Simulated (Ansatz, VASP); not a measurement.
# PbF2 (Fluorocronite): VASP beside Ansatz

One calculation is typed for both programs; each brings its own data sets and cutoff. How far apart do they land?

Method: plane waves, with VASP 6.6.1 beside it; single point at PBEsol, single point at LDA and single point at r2SCAN, in Ansatz 0.2.0.

The database entry behind the starting cell differs from later determinations by our own check (about 0.2 % short, mineral), so it need not match the best structure at ambient conditions.

### Step 1. The structure

The structure is cubic, space group Fm-3m (No. 225). Conventional cell: a = 5.931 Å, b = 5.931 Å, c = 5.931 Å, α = 90.00°, β = 90.00°, γ = 90.00°. Nearest to Pb lie 8 F at 2.57 Å. F has 4 Pb at 2.57 Å nearest. Farther neighbours and most contacts between anions are not listed.

Coordinates:

```cif
data_structure
_symmetry_space_group_name_H-M 'P 1'
_symmetry_Int_Tables_number 1
_cell_length_a 4.1936
_cell_length_b 4.1936
_cell_length_c 4.1936
_cell_angle_alpha 60.000
_cell_angle_beta 60.000
_cell_angle_gamma 60.000
_cell_volume 52.15
loop_
_atom_site_label
_atom_site_type_symbol
_atom_site_fract_x
_atom_site_fract_y
_atom_site_fract_z
_atom_site_occupancy
Pb1 Pb 0.00000 0.00000 0.00000 1
F2 F 0.75000 0.75000 0.75000 1
F3 F 0.25000 0.25000 0.25000 1
```

### Step 2. VASP: single point, PBEsol

A single point gives forces, pressure and levels at one fixed geometry, so differences don't come from the geometry; what else differs is listed under the comparison.

Lines of VASP's logs that name or quote its potential files are left out, and so is its time.

The input, INCAR:

```
SYSTEM = PbF2
PREC = Accurate
ENCUT = 520
EDIFF = 1E-05
NELM = 100
ISMEAR = 0
SIGMA = 0.05
LREAL = .FALSE.
ALGO = Normal
GGA = PS
NBANDS = 20
LORBIT = 11
LWAVE = .FALSE.
LCHARG = .FALSE.
KPAR = 4
```

The input, POSCAR:

```
PbF2
1.0
    0.0000000000      2.9653000000      2.9653000000
    2.9653000000      0.0000000000      2.9653000000
    2.9653000000      2.9653000000      0.0000000000
Pb F
1 2
Direct
    0.0000000000      0.0000000000      0.0000000000
    0.7500000000      0.7500000000      0.7500000000
    0.2500000000      0.2500000000      0.2500000000
```

The input, KPOINTS:

```
Automatic mesh
0
Gamma
6 6 6
0 0 0
```

The projector-augmented-wave data sets are Pb_d and F (PBE family, release 64).

Command:

```sh
$ mpirun -np 4 vasp_std
```

Numbers of over 12 decimals in the logs are rounded to 6 here.

The program printed:

```text
[banner, memory and clock lines left out]
running    4 mpi-ranks, on    1 nodes
 distrk:  each k-point on    1 cores,    4 groups
 distr:  one band on    1 cores,    1 groups

 POSCAR found type information on POSCAR PbF
 POSCAR found :  2 types and       3 ions
|                                                                             |
|               ----> ADVICE to this user running VASP <----                  |
|                                                                             |
|     You enforced a specific xc type in the INCAR file but a different       |
|     [... a line on the potential file left out ...]
|     I HOPE YOU KNOW WHAT YOU ARE DOING!                                     |
|                                                                             |

 LDA part: xc-table for (Slater+PW92), standard interpolation
 POSCAR, INCAR and KPOINTS ok, starting setup
 FFT: planning ... GRIDC
 FFT: planning ... GRID_SOFT
 FFT: planning ... GRID
 WAVECAR not read
 entering main loop
       N       E                     dE             d eps       ncg     rms          rms(c)
DAV:   1     0.300440669901E+03    0.30044E+03   -0.14978E+04   648   0.161E+03
DAV:   2     0.984781279807E+01   -0.29059E+03   -0.27463E+03   724   0.444E+02
DAV:   3    -0.157951241565E+02   -0.25643E+02   -0.25383E+02   752   0.141E+02
DAV:   4    -0.165472187029E+02   -0.75209E+00   -0.75159E+00   736   0.256E+01
DAV:   5    -0.165724522000E+02   -0.25233E-01   -0.25232E-01   812   0.469E+00    0.717E+00
DAV:   6    -0.149618663094E+02    0.16106E+01   -0.77891E+00   872   0.226E+01    0.265E+00
DAV:   7    -0.149444162796E+02    0.17450E-01   -0.39115E-01   640   0.397E+00    0.151E+00
DAV:   8    -0.149350420244E+02    0.93743E-02   -0.94701E-02   672   0.340E+00    0.493E-01
DAV:   9    -0.149325494862E+02    0.24925E-02   -0.18366E-02   820   0.981E-01    0.990E-02
DAV:  10    -0.149338741029E+02   -0.13246E-02   -0.20148E-03   640   0.445E-01    0.349E-02
DAV:  11    -0.149338589014E+02    0.15202E-04   -0.14027E-04   724   0.130E-01    0.159E-02
DAV:  12    -0.149338792993E+02   -0.20398E-04   -0.87217E-05   672   0.911E-02    0.137E-02
DAV:  13    -0.149338769653E+02    0.23341E-05   -0.30593E-05   580   0.556E-02
   1 F= -.14933877E+02 E0= -.14933877E+02  d E =-.361594E-16
```

From OUTCAR (step 2):

```text
ion  position               nearest neighbor table
   1  0.000  0.000  0.000-   2 2.57   3 2.57   2 2.57   2 2.57   2 2.57   3 2.57   3 2.57   3 2.57

  LATTYP: Found a face centered cubic cell.
 ALAT       =     5.9306000000

 Subroutine GETGRP returns: Found 48 space group operations
 (whereof 48 operations were pure point group operations)

The static configuration has the point symmetry O_h .

 Found     16 irreducible k-points:

   k-points           NKPTS =     16   k-points in BZ     NKDIM =     16   number of bands    NBANDS=     20

   dimension x,y,z NGX =    32 NGY =   32 NGZ =   32
   dimension x,y,z NGXF=    64 NGYF=   64 NGZF=   64

   ENCUT  =  520.0 eV  38.22 Ry    6.18 a.u.   7.80  7.80  7.80*2*pi/ulx,y,z

   NELECT =      28.0000    total number of electrons

 k-points in reciprocal lattice and weights: Automatic mesh
   0.00000000  0.00000000  0.00000000       0.005
   0.16666667  0.00000000  0.00000000       0.037
   0.33333333  0.00000000  0.00000000       0.037
   0.50000000  0.00000000  0.00000000       0.019
   0.16666667  0.16666667  0.00000000       0.028
   0.33333333  0.16666667  0.00000000       0.111
   0.50000000  0.16666667  0.00000000       0.111
  -0.33333333  0.16666667  0.00000000       0.111
  -0.16666667  0.16666667  0.00000000       0.056
[...]
-0.33333333  0.33333333  0.16666667       0.111
  -0.33333333  0.50000000  0.16666667       0.056

 average (electrostatic) potential at core
       1 -92.8968       2 -75.2600       3 -75.2600

 E-fermi :   1.9798

 k-point     1 :       0.0000    0.0000    0.0000
  band No.  band energies     occupation
    ...
     10      -0.7516      2.00000
     11      -0.7516      2.00000
     12      -0.2499      2.00000
     13      -0.2499      2.00000
     14      -0.2499      2.00000
     15       8.3888      0.00000
     16       8.3888      0.00000
     17       8.3888      0.00000
     18      12.2247      0.00000
     19      16.6896      0.00000
    ...

 k-point     2 :       0.1667    0.0000    0.0000
  band No.  band energies     occupation
    ...
     10      -0.8067      2.00000
     11      -0.8067      2.00000
     12      -0.2925      2.00000
     13      -0.2925      2.00000
     14       0.3922      2.00000
     15       7.5874      0.00000
     16       8.6099      0.00000
     17       8.6099      0.00000
     18      13.6313      0.00000
     19      16.0751      0.00000
    ...

 k-point     3 :       0.3333    0.0000    0.0000
  band No.  band energies     occupation
    ...
     10      -0.9134      2.00000
     11      -0.9134      2.00000
     12      -0.3770      2.00000
     13      -0.3770      2.00000
     14       1.3012      2.00000
     15       6.8418      0.00000
     16       9.0621      0.00000
     17       9.0621      0.00000
     18      14.7862      0.00000
     19      15.4855      0.00000
    ...

  Total       -0.4470574     -0.4470574     -0.4470574     -0.0000000     -0.0000000      0.0000000
  in kB      -13.7352934    -13.7352934    -13.7352934     -0.0000000     -0.0000000      0.0000000
  external PRESSURE =     -13.7352934 kB  Pullay stress =       0.0000000 kB

  energy-cutoff  :      520.00
  volume of cell :       52.15
      direct lattice vectors                 reciprocal lattice vectors
     0.000000000  2.965300000  2.965300000    -0.168617003  0.168617003  0.168617003
     2.965300000  0.000000000  2.965300000     0.168617003 -0.168617003  0.168617003
     2.965300000  2.965300000  0.000000000     0.168617003  0.168617003 -0.168617003

 POSITION                                       TOTAL-FORCE (eV/Angst)
 -----------------------------------------------------------------------------------
      0.00000      0.00000      0.00000         0.000000      0.000000      0.000000
      4.44795      4.44795      4.44795        -0.000000     -0.000000     -0.000000
      1.48265      1.48265      1.48265        -0.000000      0.000000      0.000000
 -----------------------------------------------------------------------------------
    total drift:                                0.000000     -0.000000      0.000000

  FREE ENERGIE OF THE ION-ELECTRON SYSTEM (eV)
  ---------------------------------------------------
  free  energy   TOTEN  =       -14.9338769653 eV

  energy  without entropy=      -14.9338769653  energy(sigma->0) =      -14.93387697

 total charge
# of ion       s       p       d       tot
------------------------------------------
    1        1.540   0.292   9.863  11.695
    2        1.740   4.308   0.000   6.048
    3        1.740   4.308   0.000   6.048
--------------------------------------------------
tot          5.019   8.908   9.863  23.791

[... 3 further parts left out ...]
```

The run ends at a pressure of -1.37 GPa.

### Step 3. Ansatz: single point, PBEsol

Ansatz runs on its default PAW (the set named soft_2) files.

The same cell, functional, mesh and smearing now go to Ansatz, which takes its cutoff from its data sets.

The input, input.yaml:

```yaml
crystal:
  lattice:
    - [0.0, 2.9653, 2.9653]
    - [2.9653, 0.0, 2.9653]
    - [2.9653, 2.9653, 0.0]
  atoms:
    - { symbol: Pb, position: [0.0, 0.0, 0.0] }
    - { symbol: F, position: [0.75, 0.75, 0.75] }
    - { symbol: F, position: [0.25, 0.25, 0.25] }
hamiltonian:
  xc: pbesol
  pseudopotentials: { kind: paw }
kpoints:
  mp_grid: { grid: [6, 6, 6] }
scf:
  occupations: { method: gaussian, width: 0.05 }
  n_extra_bands: 4
output:
  forces: true
  stress: true
  eigenvalues: true
  write_density: true
  write_potential: true
  elf: true
  volumetric_format: npy
```

Command:

```sh
$ ansatz run input.yaml --threads 2 --pin off --max-ram 4608MiB --backend cpu --events-out ev --progress --plain --runs-dir out
```

The program printed:

```text
scf.n_extra_bands = 4 over 14 filled bands (N_el = 28.0): the run solves 18 bands
Engine: ansatz 0.2.0, aarch64-unknown-linux-gnu
Pseudopotentials: kind: paw
Pseudopotential: Pb, paw, valence charge 14, recommended cutoff 420 eV (normal), Pb.paw.azcp
Pseudopotential: F, paw, valence charge 7, recommended cutoff 420 eV (normal), F.paw.azcp
Functional definition: PBEsol
  exchange = pbesol_x
  correlation = pbesol_c
Crystal: 3 atoms, lattice volume = 52.148 Å³
Basis set: ecut = 420 eV, 965 PW (Γ), exchange–correlation on 60×60×60 points (8 copies of the dense FFT grid, shifted against one another)
Bands: 18, of which v1, the nominal top of the filled ones, is band 14 counted from 1 (13 counted from 0)
Symmetry: 48 space group operations
Space group: Fm-3m (ITA 225), of the structure as read, at distance tolerance 3.7e-5 Å
k-points: 16 of 216
Non-local potential: Pb, projectors of the file, l = 0: 2, l = 1: 2, l = 2: 2, l = 3: 2
Non-local potential: F, projectors of the file, l = 0: 2, l = 1: 2, l = 2: 1
PAW form: soft (Blöchl's): semilocal exchange-correlation on the pseudo side does not see the compensation charge
PAW frozen core: Pb, regenerated for the run's functional, and the local potential with it (the file was generated under x = pbe(κ = 0.804, μ = 0.219515), c = pbe(β = 0.066725))
PAW frozen core: F, regenerated for the run's functional, and the local potential with it (the file was generated under x = pbe(κ = 0.804, μ = 0.219515), c = pbe(β = 0.066725))
PAW one-centre angular grid: Pb, 590 points (default); XC on 64 Gauss nodes
PAW one-centre angular grid: F, 110 points (default); XC on 64 Gauss nodes
Initial density: superposition of atomic densities (neutral atoms: chi_scale 0, normalization atom), corrected by the library's trained network
Initial wavefunctions: pseudopotential atomic-orbital guess
Functional: x = pbesol(κ = 0.804, μ = 0.123457), c = pbesol(β = 0.046)
SCF iter   1: F=—  HF=-13357.254492 eV  |F-HF|=—  |Δ(HF+E_count)|=         —  Δρ=1.46e-2  dr2=7.62e-2  ethr=1.77e-3  ⟨swp⟩=6.0  Hψ=1462  notcnv=0
preconditioner: auto → none  [insulator: Δε(μ)=4.165 eV  Ē_g=16.933 eV  σ=0.050 eV  W_gap=1.00  n_scr=14 (ndim 8)  ℏωp=27.2 eV  f_vac=0.132  D(μ)=0.00/eV (n_scr^D=0)  ε∞_Penn≈3.6]
SCF iter   2: F=—  HF=-13357.242851 eV  |F-HF|=—  |Δ(HF+E_count)|=   1.16e-2  Δρ=9.90e-3  dr2=3.24e-2  ethr=2.72e-4  ⟨swp⟩=2.2  Hψ=711  notcnv=0
SCF iter   3: F=—  HF=-13357.233746 eV  |F-HF|=—  |Δ(HF+E_count)|=   9.11e-3  Δρ=5.49e-4  dr2=1.09e-4  ethr=1.16e-4  ⟨swp⟩=2.0  Hψ=501  notcnv=0
SCF iter   4: F=—  HF=-13357.233771 eV  |F-HF|=—  |Δ(HF+E_count)|=   2.55e-5  Δρ=1.57e-4  dr2=6.07e-6  ethr=3.88e-7  ⟨swp⟩=2.0  Hψ=514  notcnv=0
SCF iter   5: F=—  HF=-13357.233767 eV  |F-HF|=—  |Δ(HF+E_count)|=   4.43e-6  Δρ=6.55e-5  dr2=2.56e-6  ethr=2.17e-8  ⟨swp⟩=2.0  Hψ=480  notcnv=0
SCF iter   6: F=—  HF=-13357.233766 eV  |F-HF|=—  |Δ(HF+E_count)|=   1.10e-6  Δρ=1.68e-5  dr2=1.57e-7  ethr=9.13e-9  ⟨swp⟩=2.0  Hψ=456  notcnv=0
SCF iter   7: F=-13357.233765 eV  HF=-13357.233765 eV  |F-HF|=1.73e-9  |Δ(HF+E_count)|=   6.40e-8  Δρ=1.99e-6  dr2=2.17e-9  ethr=3.57e-10  ⟨swp⟩=8.9  Hψ=1911  notcnv=0
SCF 1 converged in 7 iterations: F = -13357.233765 eV  dr2 = 2.17e-9
  greatest PAW one-centre occupation: 0.984 electrons in one spin orbital (limit 2), on the Pb atom at site 0 (counted from 0), in its partial waves of l = 2
SCF converged after 7 iterations
Free energy (F): -13357.233765 eV
Harris-Foulkes:  -13357.233765 eV  (|F-HF|=1.73e-9)
Internal energy: -13357.233765 eV  (E = F + TS)
E sigma→0 (E₀):  -13357.233765 eV
Fermi energy:    6.995874 eV
--- Per-component energies (eV) ---
  E_band       = -126.712616
  E_kinetic    = 696.820977
  E_local      = -2253.893061  (includes V_loc(G=0)·N_el)
  E_nonlocal   = 499.768792
  E_hartree    = 862.669503
  E_xc         = -377.030766
  E_vxc        = -336.119543  (∫ρ·V_xc dr)
  E_paw        = -10638.008044  (= ΣΔE_a)
  E_vpaw       = -458.633260  (= ΣTr[D̂ρ^β])
  E_aug_tail   = 0.004045  (compensation charges beyond the density's cutoff)
  E_ewald      = -2147.712213
  E_core_change = 0.147002  (= ΣΔE_core)
  E_smearing   = -0.000000  (= −TS)
  E_closure    = -0.000000  (closes the sum)
  Σ components = -13357.233765   (vs F -13357.233765, Δ=0.00e0)
--- Forces (eV/Å), atoms counted from 1 ---
  atom   1  Pb    -0.00000000     0.00000000     0.00000000
  atom   2  F      0.00000000    -0.00000000     0.00000000
  atom   3  F      0.00000000    -0.00000000     0.00000000
  max |Σ_I F_I| component: 3.70e-17 eV/Å
--- Stress (GPa, compression-positive) ---
       -1.199191       0.000000       0.000000
       -0.000000      -1.199191       0.000000
       -0.000000      -0.000000      -1.199191
  P = ⅓ Tr σ = -1.1992 GPa (-11.992 kbar)
--- Band table (eV; the first three rows and the last of 16) ---
  k-point 0: bands = [... 10 lower, 2.3767, 2.8767, 2.8767, 2.8767, 11.5265, 11.5265, 11.5265, 15.3630]
  k-point 1: bands = [... 10 lower, 2.3209, 2.8343, 2.8343, 3.5214, 10.7250, 11.7472, 11.7472, 16.7678]
  k-point 2: bands = [... 10 lower, 2.2143, 2.7498, 2.7498, 4.4325, 9.9780, 12.1986, 12.1986, 17.9198]
  k-point 15: bands = [... 10 lower, 2.6859, 3.2516, 3.3600, 4.8141, 10.0050, 11.6733, 12.3250, 14.5674]
```

Wall time 1.7 s (2 threads of Arm Neoverse N1, shared host); peak memory 0.28 GiB.

The run ends at a pressure of -1.20 GPa.

### Step 4. Differences

Known differences besides the potentials themselves: the cutoff is 420 eV in Ansatz and 520 eV in VASP; Ansatz makes its cores anew for this functional, VASP keeps those of its PBE data sets; VASP leaves aspherical gradient terms in its spheres out (LASPH is not set), Ansatz keeps them. Total energies have different zeros and are not compared.

Both answers:

| quantity | Ansatz | VASP | difference |
| --- | --- | --- | --- |
| pressure (GPa) | -1.20 | -1.37 | +0.17 |
| pressure without Ansatz's Pulay correction (GPa) | -1.71 | -1.37 | -0.34 |
| gap on the k mesh (eV) | 4.331 | 4.325 | +0.006 |

A gap on the mesh is an upper bound, since the band edges may lie between its points; neither run holds spin-orbit coupling, which can move the band edges of a compound of Pb. Ansatz's pressure holds a Pulay correction of 0.51 GPa; VASP's holds none.

### Step 5. VASP: single point, LDA, volume scaled by 0.97

With cell and atoms fixed, the geometry can't cause a difference; cores, projectors, grids and the points listed under the comparison can. The cell compared in this pair holds 47.63 Å³, against 52.15 Å³ for the pair before.

The input asks for a relaxation, which ended at its first step since no free force or stress exceeded the threshold; so it serves as a single point.

The input, INCAR:

```
SYSTEM = PbF2
PREC = Accurate
ENCUT = 560
EDIFF = 1E-07
NELM = 100
ISMEAR = 0
SIGMA = 0.03
LREAL = .FALSE.
ALGO = Normal
GGA = CA
NBANDS = 20
LORBIT = 11
LWAVE = .FALSE.
LCHARG = .FALSE.
KPAR = 4
IBRION = 2
NSW = 50
ISIF = 4
EDIFFG = -0.002
```

The input, POSCAR:

```
PbF2
1.0
    0.0000000000      2.8771082659      2.8771082659
    2.8771082659      0.0000000000      2.8771082659
    2.8771082659      2.8771082659      0.0000000000
Pb F
1 2
Direct
    0.0000000000      0.0000000000      0.0000000000
    0.7500000000      0.7500000000      0.7500000000
    0.2500000000      0.2500000000      0.2500000000
```

KPOINTS is that of step 2.

PAW data sets: Pb_d and F (LDA family, release 64).

Command:

```sh
$ mpirun -np 4 vasp_std
```

The program printed:

```text
[banner, memory and clock lines left out]
running    4 mpi-ranks, on    1 nodes
[...]
LDA part: xc-table for (Slater(with rela. corr.)+CA(PZ))
 , standard interpolation
 POSCAR, INCAR and KPOINTS ok, starting setup
[...]
entering main loop
       N       E                     dE             d eps       ncg     rms          rms(c)
DAV:   1     0.310587291840E+03    0.31059E+03   -0.15280E+04   644   0.174E+03
DAV:   2     0.965049069261E+01   -0.30094E+03   -0.28448E+03   704   0.460E+02
DAV:   3    -0.167895885911E+02   -0.26440E+02   -0.26152E+02   752   0.145E+02
DAV:   4    -0.175793301588E+02   -0.78974E+00   -0.78912E+00   712   0.258E+01
[...]
DAV:  12    -0.159402889015E+02   -0.59935E-06   -0.11738E-05   772   0.445E-02    0.363E-03
DAV:  13    -0.159402886574E+02    0.24403E-06   -0.90876E-07   840   0.134E-02    0.134E-03
DAV:  14    -0.159402886351E+02    0.22345E-07   -0.24444E-07   544   0.535E-03
   1 F= -.15940289E+02 E0= -.15940289E+02  d E =-.159403E+02
[...]
reached required accuracy - stopping structural energy minimisation
```

From OUTCAR (step 5):

```text
  Total        0.8621443      0.8621443      0.8621443     -0.0000000      0.0000000     -0.0000000
  in kB       28.9995958     28.9995958     28.9995958     -0.0000000      0.0000000     -0.0000000
  external PRESSURE =      28.9995958 kB  Pullay stress =       0.0000000 kB

 POSITION                                       TOTAL-FORCE (eV/Angst)
 -----------------------------------------------------------------------------------
      0.00000      0.00000      0.00000        -0.000000      0.000000      0.000000
      4.31566      4.31566      4.31566         0.000000      0.000000      0.000000
      1.43855      1.43855      1.43855        -0.000000     -0.000000     -0.000000
 -----------------------------------------------------------------------------------
    total drift:                                0.000000     -0.000000      0.000000

  FREE ENERGIE OF THE ION-ELECTRON SYSTEM (eV)
  ---------------------------------------------------
  free  energy   TOTEN  =       -15.9402886351 eV

  energy  without entropy=      -15.9402886351  energy(sigma->0) =      -15.94028864

 reached required accuracy - stopping structural energy minimisation

[... 1 part as in an earlier step ...]

[... 2 further parts left out ...]
[key lines of the parts left out:]
E-fermi :   2.8544
```

### Step 6. Ansatz: single point, LDA, volume scaled by 0.97

The same cell, functional (in two slightly different forms), mesh and smearing now go to Ansatz, which takes its cutoff from its data sets.

The cell is a member of a volume series, scaled by 0.97 from a relaxed one, so a pressure remains.

The input, input.yaml:

```yaml
crystal:
  lattice:
    - [0.0, 2.87710827, 2.87710827]
    - [2.87710827, 0.0, 2.87710827]
    - [2.87710827, 2.87710827, 0.0]
  atoms:
    - { symbol: Pb, position: [0.0, 0.0, 0.0] }
    - { symbol: F, position: [0.75, 0.75, 0.75] }
    - { symbol: F, position: [0.25, 0.25, 0.25] }
hamiltonian:
  xc: lda
  pseudopotentials: { kind: paw }
kpoints:
  mp_grid: { grid: [6, 6, 6] }
scf:
  occupations: { method: gaussian, width: 0.03 }
  n_extra_bands: 4
output:
  forces: true
  stress: true
  eigenvalues: true
```

Command:

```sh
$ ansatz run input.yaml --threads 2 --pin off --max-ram 4608MiB --backend cpu --events-out ev --progress --plain --runs-dir out
```

The program printed:

```text
[...]
Crystal: 3 atoms, lattice volume = 47.632 Å³
Basis set: ecut = 420 eV, 941 PW (Γ)
Bands: 18, of which v1, the nominal top of the filled ones, is band 14 counted from 1 (13 counted from 0)
Symmetry: 48 space group operations
[...]
k-points: 16 of 216
[...]
--- Band table (eV; the first three rows and the last of 16) ---
  k-point 0: bands = [... 10 lower, 2.9277, 3.4366, 3.4366, 3.4366, 12.6536, 12.6536, 12.6536, 16.4592]
  k-point 1: bands = [... 10 lower, 2.8488, 3.3981, 3.3981, 4.3052, 11.7651, 12.9272, 12.9272, 18.0220]
  k-point 2: bands = [... 10 lower, 2.6934, 3.3216, 3.3216, 5.4473, 10.9872, 13.4963, 13.4963, 19.1493]
  k-point 15: bands = [... 10 lower, 3.2361, 3.8587, 4.0135, 5.9642, 11.1657, 12.9833, 13.4628, 15.5416]
[key lines of the parts left out:]
SCF converged after 6 iterations
Free energy (F): -13191.253633 eV
Fermi energy:    8.104873 eV
P = ⅓ Tr σ = 2.7995 GPa (27.995 kbar)
```

Elapsed: 1.2 s, on 2 threads; peak memory 0.27 GiB; 1.9 s of CPU time.

The run ends at a pressure of 2.80 GPa.

(Continued in part 2 of 2.)

[Lines on the potential files, build, host, timing and source positions are cut from VASP's logs without a mark.]

[Logs are printed without paths, hosts, clocks, repeated set-up lines and the standing remarks that a program may print on its own settings, such as how far it seeks lower states.]

[Hosts, paths, dates, database ids (printed as entryN), source tags and the programs' standing remarks are cut or masked in the printed files.]
